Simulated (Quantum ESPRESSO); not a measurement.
# MoS2 (R3m) in Quantum ESPRESSO: settings compared

Aim: see how the results for MoS2 move with the level of theory and the settings. Levels: LDA, PBE, PBEsol. Tasks: phonons.

Everything below comes from runs of Quantum ESPRESSO 7.5. Logs are shortened: lines on timing, memory, paths and dates and some standing lists are left out, and cuts for length are marked.

### Step 1. Starting point

Symmetry: R3m, No. 160, trigonal system. Conventional cell: a = 3.160 Å, b = 3.160 Å, c = 18.450 Å, α = 90.00°, β = 90.00°, γ = 120.00°. Mo (site symmetry 3m) is surrounded by 6 S at 2.39 Å. Around S (site symmetry 3m) lie 3 Mo at 2.39 Å. S (site symmetry 3m) has 3 Mo at 2.39 Å as nearest neighbours.

Measurements of this composition are mostly on another form, of space group No. 194.

### Step 2. Phonons, LDA

pw.in

```
&CONTROL
  calculation = 'scf'
  prefix = 'pwscf'
  outdir = './tmp'
  pseudo_dir = './pseudo'
  tprnfor = .true.
  tstress = .true.
  disk_io = 'low'
/
&SYSTEM
  ibrav = 0
  celldm(1) = 8
  nat = 3
  ntyp = 2
  ecutwfc = 45
  ecutrho = 360
  nbnd = 20
  occupations = 'smearing'
  smearing = 'fd'
  degauss = 0.00367493
/
&ELECTRONS
  conv_thr = 6d-10
  electron_maxstep = 120
  mixing_beta = 0.5
/
ATOMIC_SPECIES
Mo    95.9500 mo_lda_v1.uspp.F.UPF
S     32.0600 s_lda_v1.4.uspp.F.UPF
CELL_PARAMETERS alat
  0.3732209096136   0.2154791926280   1.4527269583061
 -0.3732209096136   0.2154791926280   1.4527269583061
  0.0000000000000  -0.4309583852559   1.4527269583061
ATOMIC_POSITIONS crystal
Mo     0.0000000000    0.0000000000    0.0000000000
S      0.4170000000    0.4170000000    0.4170000000
S      0.2500000000    0.2500000000    0.2500000000
K_POINTS automatic
6 6 6 1 1 1
```

relax.in

```
&CONTROL
  calculation = 'vc-relax'
  prefix = 'pwscf'
  outdir = './tmp'
  pseudo_dir = './pseudo'
  tprnfor = .true.
  tstress = .true.
  disk_io = 'low'
  nstep = 40
  forc_conv_thr = 0.0001
  etot_conv_thr = 1d-06
/
&SYSTEM
  ibrav = 0
  celldm(1) = 8
  nat = 3
  ntyp = 2
  ecutwfc = 45
  ecutrho = 360
  nbnd = 20
  occupations = 'smearing'
  smearing = 'fd'
  degauss = 0.00367493
/
&ELECTRONS
  conv_thr = 6d-10
  electron_maxstep = 120
  mixing_beta = 0.5
/
&IONS
  ion_dynamics = 'bfgs'
/
&CELL
  cell_dynamics = 'bfgs'
  press = 0
  press_conv_thr = 0.2
/
ATOMIC_SPECIES
Mo    95.9500 mo_lda_v1.uspp.F.UPF
S     32.0600 s_lda_v1.4.uspp.F.UPF
CELL_PARAMETERS alat
  0.3732209096136   0.2154791926280   1.4527269583061
 -0.3732209096136   0.2154791926280   1.4527269583061
  0.0000000000000  -0.4309583852559   1.4527269583061
ATOMIC_POSITIONS crystal
Mo     0.0000000000    0.0000000000    0.0000000000
S      0.4170000000    0.4170000000    0.4170000000
S      0.2500000000    0.2500000000    0.2500000000
K_POINTS automatic
6 6 6 1 1 1
```

gamma.in

```
&CONTROL
  calculation = 'bands'
  prefix = 'pwscf'
  outdir = './tmp'
  pseudo_dir = './pseudo'
  disk_io = 'low'
  verbosity = 'high'
/
&SYSTEM
  ibrav = 0
  celldm(1) = 8
  nat = 3
  ntyp = 2
  ecutwfc = 45
  ecutrho = 360
  nbnd = 20
  occupations = 'smearing'
  smearing = 'fd'
  degauss = 0.00367493
/
&ELECTRONS
  conv_thr = 1d-08
  electron_maxstep = 120
  mixing_beta = 0.5
  diago_full_acc = .true.
  startingwfc = 'random'
/
ATOMIC_SPECIES
Mo    95.9500 mo_lda_v1.uspp.F.UPF
S     32.0600 s_lda_v1.4.uspp.F.UPF
CELL_PARAMETERS alat
  0.3690302252754   0.2130596999019   1.4087861853789
 -0.3690302252754   0.2130596999019   1.4087861853789
 -0.0000000000000  -0.4261193998038   1.4087861853789
ATOMIC_POSITIONS crystal
Mo     0.0000825831    0.0000825831    0.0000825831
S      0.4202370418    0.4202370418    0.4202370418
S      0.2466803751    0.2466803751    0.2466803751
K_POINTS crystal
1
0.0 0.0 0.0 1
```

scf2.in

```
&CONTROL
  calculation = 'scf'
  prefix = 'pwscf'
  outdir = './tmp'
  pseudo_dir = './pseudo'
  tprnfor = .true.
  tstress = .true.
  disk_io = 'low'
/
&SYSTEM
  ibrav = 0
  celldm(1) = 8
  nat = 3
  ntyp = 2
  ecutwfc = 45
  ecutrho = 360
  nbnd = 20
  occupations = 'fixed'
/
&ELECTRONS
  conv_thr = 1d-13
  electron_maxstep = 120
  mixing_beta = 0.5
  startingpot = 'file'
/
ATOMIC_SPECIES
Mo    95.9500 mo_lda_v1.uspp.F.UPF
S     32.0600 s_lda_v1.4.uspp.F.UPF
CELL_PARAMETERS alat
  0.3690302252754   0.2130596999019   1.4087861853789
 -0.3690302252754   0.2130596999019   1.4087861853789
 -0.0000000000000  -0.4261193998038   1.4087861853789
ATOMIC_POSITIONS crystal
Mo     0.0000825831    0.0000825831    0.0000825831
S      0.4202370418    0.4202370418    0.4202370418
S      0.2466803751    0.2466803751    0.2466803751
K_POINTS automatic
6 6 6 1 1 1
```

ph.in

```
phonons of MoS2
&INPUTPH
  prefix = 'pwscf'
  outdir = './tmp'
  tr2_ph = 1d-18
  fildyn = 'dyn'
  niter_ph = 90
  alpha_mix(1) = 0.7
  epsil = .true.
/
0.0000000000 0.0000000000 0.0000000000
```

dynmat.in

```
&INPUT
  fildyn = 'dyn'
  asr = 'crystal'
  lperm = .true.
  filout = 'dynmat.disp'
  fileig = 'dynmat.eig'
/
```

dynmat_lo.in

```
&INPUT
  fildyn = 'dyn'
  asr = 'crystal'
  filout = 'dynmat_lo.disp'
  fileig = 'dynmat_lo.eig'
  q(1) = 0
  q(2) = 0
  q(3) = 1
/
```

Potentials or basis: GBRV 1.5 LDA.

Launch:

```sh
> OMP_NUM_THREADS=1 mpirun -n 4 pw.x -nk 4 -in pw.in > pw.out
> OMP_NUM_THREADS=1 mpirun -n 4 pw.x -nk 4 -in relax.in > relax.out
> OMP_NUM_THREADS=1 mpirun -n 4 pw.x -in gamma.in > gamma.out
> OMP_NUM_THREADS=1 mpirun -n 4 pw.x -nk 4 -in scf2.in > scf2.out
> OMP_NUM_THREADS=1 mpirun -n 4 ph.x -nk 4 -in ph.in > ph.out
> OMP_NUM_THREADS=1 mpirun -n 1 dynmat.x -in dynmat.in > dynmat.out
> OMP_NUM_THREADS=1 mpirun -n 1 dynmat.x -in dynmat_lo.in > dynmat_lo.out
```

pw.out:

```text
This program is part of the open-source Quantum ESPRESSO suite
     for quantum simulation of materials; please cite
[... 6 lines left out ...]
     using ibrav=0 with symmetry is DISCOURAGED, use correct ibrav instead

     K-points division:     npool     =       4
     Subspace diagonalization in iterative solution of the eigenvalue problem:
     a serial algorithm will be used

     G-vector sticks info
     --------------------
     sticks:   dense  smooth     PW     G-vecs:    dense   smooth      PW
     Sum        2013    1003    335                41357    14647    2801

     Using Slab Decomposition

     bravais-lattice index     =            0
     lattice parameter (alat)  =       8.0000  a.u.
     unit-cell volume          =     358.9025 (a.u.)^3
     number of atoms/cell      =            3
     number of atomic types    =            2
     number of electrons       =        26.00
     number of Kohn-Sham states=           20
     kinetic-energy cutoff     =      45.0000  Ry
     charge density cutoff     =     360.0000  Ry
     scf convergence threshold =      6.0E-10
     mixing beta               =       0.5000
     number of iterations used =            8  plain     mixing
     Exchange-correlation=  SLA  PZ   NOGX NOGC
                           (   1   1   0   0   0   0   0)

     celldm(1)=   8.000000  celldm(2)=   0.000000  celldm(3)=   0.000000
     celldm(4)=   0.000000  celldm(5)=   0.000000  celldm(6)=   0.000000

     crystal axes: (cart. coord. in units of alat)
               a(1) = (   0.373221   0.215479   1.452727 )
               a(2) = (  -0.373221   0.215479   1.452727 )
               a(3) = (   0.000000  -0.430958   1.452727 )

     reciprocal axes: (cart. coord. in units 2 pi/alat)
               b(1) = (  1.339689  0.773470  0.229454 )
               b(2) = ( -1.339689  0.773470  0.229454 )
               b(3) = (  0.000000 -1.546940  0.229454 )

     PseudoPot. # 1 for Mo read from file:
     mo_lda_v1.uspp.F.UPF
     Pseudo is Ultrasoft + core correction, Zval = 14.0
     Generated by new atomic code, or converted to UPF format
     Using radial grid of  889 points,  6 beta functions with:
                l(1) =   0
                l(2) =   0
                l(3) =   1
                l(4) =   1
                l(5) =   2
                l(6) =   2
     Q(r) pseudized with  6 coefficients,  rinner =    1.000   1.000   1.000
                                                       1.000   1.000

     PseudoPot. # 2 for S  read from file:
     s_lda_v1.4.uspp.F.UPF
     Pseudo is Ultrasoft + core correction, Zval =  6.0
     Generated by new atomic code, or converted to UPF format
     Using radial grid of  907 points,  6 beta functions with:
                l(1) =   0
                l(2) =   0
                l(3) =   1
                l(4) =   1
                l(5) =   2
                l(6) =   2
     Q(r) pseudized with  8 coefficients,  rinner =    1.300   1.300   1.300
                                                       1.300   1.300

     atomic species   valence    mass     pseudopotential
     Mo               14.00    95.95000     Mo( 1.00)
     S                 6.00    32.06000     S ( 1.00)

      6 Sym. Ops. (no inversion) found

   Cartesian axes

     site n.     atom                  positions (alat units)
         1        Mo     tau(   1) = (   0.0000000   0.0000000   0.0000000  )
         2        S      tau(   2) = (  -0.0000000   0.0000000   1.8173614  )
         3        S      tau(   3) = (   0.0000000   0.0000000   1.0895452  )

     number of k points=    28  Fermi-Dirac smearing, width (Ry)=  0.0037
                       cart. coord. in units 2pi/alat
        k(    1) = (   0.0000000  -0.0000000   0.0573634), wk =   0.0185185
        k(    2) = (   0.0000000  -0.2578233   0.0956056), wk =   0.0555556
        k(    3) = (   0.0000000  -0.5156466   0.1338479), wk =   0.0555556
        k(    4) = (   0.0000000   0.7734699  -0.0573634), wk =   0.0555556
        k(    5) = (   0.0000000   0.5156466  -0.0191211), wk =   0.0555556
        k(    6) = (   0.0000000   0.2578233   0.0191211), wk =   0.0555556
[... 20 lines left out ...]
        k(   27) = (   0.0000000   0.0000000   0.2868169), wk =   0.0185185
        k(   28) = (   0.0000000   1.2891165   0.0956056), wk =   0.0555556

     Dense  grid:    41357 G-vectors     FFT dimensions: (  75,  75,  75)

     Smooth grid:    14647 G-vectors     FFT dimensions: (  54,  54,  54)

     Initial potential from superposition of free atoms

     starting charge      25.9991, renormalised to      26.0000

     negative rho (up, down):  5.161E-06 0.000E+00
     Starting wfcs are   21 randomized atomic wfcs

     Self-consistent Calculation

     iteration #  1     ecut=    45.00 Ry     beta= 0.50
     Davidson diagonalization with overlap
     ethr =  1.00E-02,  avg # of iterations =  5.2

     Threshold (ethr) on eigenvalues was too large:
     Diagonalizing with lowered threshold

     Davidson diagonalization with overlap
     ethr =  3.70E-04,  avg # of iterations =  5.2

     negative rho (up, down):  6.627E-06 0.000E+00

     total energy              =    -187.86519024 Ry
     estimated scf accuracy    <       0.11241998 Ry

     iteration #  2     ecut=    45.00 Ry     beta= 0.50
     Davidson diagonalization with overlap
     ethr =  4.32E-04,  avg # of iterations =  3.5
[... 69 lines left out ...]
     iteration # 10     ecut=    45.00 Ry     beta= 0.50
     Davidson diagonalization with overlap
     ethr =  4.64E-11,  avg # of iterations =  2.0

     negative rho (up, down):  1.112E-05 0.000E+00

     End of self-consistent calculation

          k = 0.0000-0.0000 0.0574 (  1828 PWs)   bands (ev):

   -50.5039 -24.7316 -24.4875 -24.4875  -4.1335  -2.4234   3.9391   7.4511
     7.4511   8.5948   8.5948   9.2590  10.0995  12.9528  12.9528  13.3790
    13.3790  16.2999  18.9185  19.2677

          k = 0.0000-0.2578 0.0956 (  1848 PWs)   bands (ev):

   -50.4934 -24.7107 -24.5929 -24.5114  -3.6959  -2.3211   4.4489   6.6808
     7.4272   7.8877   8.0180   9.3547   9.9662  12.4345  12.9987  13.0041
    13.5477  17.8619  19.4054  20.0006
[... 31 lines left out ...]
          k =-0.2233-0.3867 0.1721 (  1832 PWs)   bands (ev):

   -50.4775 -24.7283 -24.6792 -24.5670  -2.9322  -2.1605   4.9909   6.1204
     6.5095   6.9891   8.1417   9.1499   9.3736  12.1517  12.6351  13.1818
    14.5385  18.8946  19.2058  19.8386

          k =-0.2233 0.9024-0.0191 (  1818 PWs)   bands (ev):

   -50.4616 -24.8476 -24.6475 -24.6358  -2.0850  -1.8406   4.6877   5.1454
     6.1113   6.8714   7.8867   8.5681   9.6191  12.4877  13.0119  13.5224
    14.8441  16.7536  19.0636  19.4475

          k =-0.2233 0.6446 0.0191 (  1818 PWs)   bands (ev):

   -50.4616 -24.8477 -24.6475 -24.6358  -2.1316  -1.7894   4.5903   5.1426
     6.2074   7.0573   7.7595   8.5416   9.6512  12.2169  12.9613  13.6581
    14.7748  17.2750  18.8794  19.5506
[... 103 lines left out ...]
          k = 0.0000 1.2891 0.0956 (  1838 PWs)   bands (ev):

   -50.4934 -24.7108 -24.5929 -24.5114  -3.4888  -2.6378   5.2774   6.6671
     6.7018   7.8623   8.0562   8.7767  10.1681  12.7372  12.8461  13.0251
    13.6816  18.0077  19.5570  20.1370

     the Fermi energy is    11.3260 ev

!    total energy              =    -187.89629666 Ry
     estimated scf accuracy    <          2.2E-10 Ry
     smearing contrib. (-TS)   =      -0.00000043 Ry
     internal energy E=F+TS    =    -187.89629623 Ry

     The total energy is F=E-TS. E is the sum of the following terms:
     one-electron contribution =     -87.76319339 Ry
     hartree contribution      =      54.96689526 Ry
     xc contribution           =     -36.14960111 Ry
     ewald contribution        =    -118.95039699 Ry

     convergence has been achieved in  10 iterations

     negative rho (up, down):  1.112E-05 0.000E+00

     Forces acting on atoms (cartesian axes, Ry/au):

     atom    1 type  1   force =    -0.00000000   -0.00000000    0.00324233
     atom    2 type  2   force =    -0.00000000    0.00000000    0.00036555
     atom    3 type  2   force =    -0.00000000   -0.00000000   -0.00360788

     Total force =     0.004864     Total SCF correction =     0.000032

     Computing stress (Cartesian axis) and pressure

     negative rho (up, down):  1.112E-05 0.000E+00
          total   stress  (Ry/bohr**3)                   (kbar)     P=      -26.02
  -0.00023556  -0.00000000  -0.00000000          -34.65       -0.00       -0.00
   0.00000000  -0.00023556   0.00000000            0.00      -34.65        0.00
   0.00000000   0.00000000  -0.00005956            0.00        0.00       -8.76

=------------------------------------------------------------------------------=
   JOB DONE.
=------------------------------------------------------------------------------=
```

Wall time 16 min (4 MPI ranks of Arm Neoverse V2, shared host); peak memory 1.2 GiB.

What came out:

```yaml
Free_energy: -2556.4783 eV
Relaxed_volume: 16.81 Å³/atom
Relaxed_cell: a = 6.231 Å, b = 6.231 Å, c = 6.231 Å, α = 29.04°, β = 29.04°, γ = 29.04°
Space_group_after_relaxing_to_0.05_Å: R3m (No. 160)
Pressure_after_relaxing: 0.0 GPa
Electronic_dielectric_tensor_diagonal: 16.10, 16.10, 7.97
Born_charges_mean_of_the_diagonal: Mo -1.09; S +0.51, +0.58 e
Highest_phonon_frequency_at_Γ_LO-TO_splitting_left_out: 470 cm⁻¹
Static_dielectric_tensor_diagonal: 16.33, 16.33, 8.07
```

Step by step:
| step | energy change (eV) | largest force (eV/Å) | pressure (GPa) | volume (Å³) |
| --- | --- | --- | --- | --- |
| 1 | 0.0000 | 0.0928 | -2.60 | 53.18 |
| 2 | -0.0098 | 0.2011 | -0.68 | 52.48 |
| 3 | -0.0144 | 0.1591 | 0.13 | 51.97 |
| 4 | -0.0152 | 0.0767 | 0.00 | 51.85 |
| 5 | -0.0158 | 0.0300 | -0.15 | 51.75 |
| 6 | -0.0168 | 0.0257 | -0.27 | 51.58 |
| 7 | -0.0182 | 0.0666 | -0.36 | 51.32 |
| 8 | -0.0198 | 0.0916 | -0.36 | 50.95 |
| 9 | -0.0211 | 0.0854 | -0.22 | 50.43 |
| 10 | -0.0214 | 0.0488 | -0.13 | 50.37 |
| 11 | -0.0215 | 0.0066 | -0.03 | 50.41 |
| 12 | -0.0215 | 0.0002 | 0.00 | 50.42 |

Final structure:
```xyz
3
Lattice="1.5623 0.9020 5.9640 -1.5623 0.9020 5.9640 0.0000 -1.8039 5.9640" Properties=species:S:1:pos:R:3 pbc="T T T"
Mo    0.0000    0.0000    0.0015
S     0.0000    0.0000    7.5189
S     0.0000    0.0000    4.4136
```

Phonon frequencies in cm⁻¹ (negative: imaginary):
| q point | frequencies |
| --- | --- |
| (0.000, 0.000, 0.000) | -7 -7 -7 292 292 389 389 416 470 |

Electronic dielectric tensor:
```
16.10  0.00  0.00
 0.00 16.10  0.00
 0.00  0.00  7.97
```

Born effective charge tensors (e):
atom 1, Mo
```
-1.17  0.00  0.00
 0.00 -1.17  0.00
 0.00  0.00 -0.94
```
atom 2, S
```
0.57 0.00 0.00
0.00 0.57 0.00
0.00 0.00 0.40
```
atom 3, S
```
0.60 0.00 0.00
0.00 0.60 0.00
0.00 0.00 0.55
```

Optical modes at Γ, degenerate ones joined, polar ones without the macroscopic field:
| cm⁻¹ | components | symmetry | active in | IR intensity, summed ((D/Å)²/amu) |
| --- | --- | --- | --- | --- |
| 292 | 2 | E | IR and Raman | 0.00 |
| 389 | 2 | E | IR and Raman | 1.64 |
| 416 | 1 | A1 | IR and Raman | 0.00 |
| 470 | 1 | A1 | IR and Raman | 0.54 |

Zone-centre frequencies without and with the macroscopic field along z (cm⁻¹):
|  | optical modes in rising order |
| --- | --- |
| without | 292 292 389 389 416 470 |
| with the field | 292 292 389 389 416 473 |

Static dielectric tensor, electrons and zone-centre modes:
```
16.33  0.00  0.00
 0.00 16.33  0.00
 0.00  0.00  8.07
```

Caveat: the layers were relaxed without a dispersion term, so their spacing and the soft interlayer modes are unreliable.

[end of part 1 of 5]
